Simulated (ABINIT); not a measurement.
Hf:

```xyz
1
Lattice="2.9138 0.0000 0.0000 0.0000 2.9138 0.0000 0.0000 0.0000 2.9138" Properties=species:S:1:pos:R:3 pbc="T T T"
Hf    1.4569    1.4569    1.4569
```

The cell was built by a generator and needn't be a form met in nature.

Base run:

- Program: ABINIT 10.8.3 (patched build)
- Functional: AM05
- Potentials or basis: JTH PAW PBE v2.0
- Cutoff: 626 eV
- k mesh: 9 × 9 × 9
- Occupations: fermi-dirac, width 0.05 eV
- Spin: no spin polarisation

Its results: band gap on the k mesh none (metal or under the smearing width); pressure -4.0 GPa.

Question: The run is repeated on the same cell with these changes: functional from AM05 to SCAN. What comes out?

Answer: Band gap on the k mesh none (metal or under the smearing width); pressure -6.0 GPa.

Caveats: the PAW data sets were made with another functional, which shifts forces and pressure a little.
